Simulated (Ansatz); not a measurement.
Basis-set extrapolation for maleic anhydride (PBE0-D4/def2-TZVP geometry, frozen core, the Gaussian-basis code of Ansatz). Multiplicity 1, RHF reference.

|  | def2-TZVPP | def2-QZVPP |
| --- | --- | --- |
| HF | -377.383170 | -377.399424 |
| MP2 correlation | -1.281416 | -1.375725 |
| CCSD(T) correlation | -1.349954 | not run |

Energies in hartree. Use E(X) = E(∞) + A·exp(−7.88·√X) for Hartree–Fock and E(X) = E(∞) + B·X^(−2.97) for correlation, with X = 3 and 4, and add CCSD(T) minus MP2 of the smaller set to the MP2 limit.

Question: What is the CCSD(T) energy at the basis-set limit?

Answer: HF limit: -377.399424 + (-0.016254) × 0.13774 = -377.40166. MP2 limit: -1.375725 + (-0.094309) × 0.74074 = -1.44558. Higher-order term: -1.349954 − (-1.281416) = -0.06854. Total: -378.91578 hartree, 114.6 kcal/mol below CCSD(T)/def2-TZVPP.
